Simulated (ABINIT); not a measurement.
A run of ABINIT 10.8.3 (patched build) is set up as follows.

File run.abi:

```
# Pseudopotentials
pp_dirpath "./"
pseudos "82_Pb_14_3.0_3.1_pbe_n_v1.0.psp8, 16_S_6_1.8_1.9_pbe_n_v1.0.psp8"

# Structure
acell 3*1.0 Angstrom
rprim
     3.6536590000     0.0000000000     0.0000000000
     0.0000000000     3.6536590000     0.0000000000
     0.0000000000     0.0000000000     3.6536590000
ntypat 2
znucl 82 16
natom 2
typat 1 2
xred
     0.0000000000     0.0000000000     0.0000000000
     0.5000000000     0.5000000000     0.5000000000

# Plane-wave basis
ecut 18.0

# k points
kptopt 1
ngkpt 6 6 6
nshiftk 1
shiftk 0.0 0.0 0.0

# Exchange and correlation
ixc 41

# Bands and occupations
nband 12
occopt 1

# SCF cycle
nstep 60
diemac 6.0
toldfe 1.0e-7

# Output
iomode 3
prtwf 0
prtden 0
prteig 0
prtebands 0
enunit 2
prtvol 2
```

Potentials or basis: SPMS NC PBE v1.0.

The run is started by

```console
$ mpirun --bind-to none -np 8 abinit run.abi > log 2>&1
```

**Question.** Estimate the pressure.

**Answer.** -2.3 GPa.

**Question.** Estimate the band gap on the k mesh.

**Answer.** 0.35 eV, indirect (least direct gap 1.30 eV).

Caveat: the potentials were made for another functional, which shifts forces and pressure; spin-orbit coupling is left out, which as a rule narrows the gap of such compounds by several tenths of an eV. A k mesh can miss the band edges.
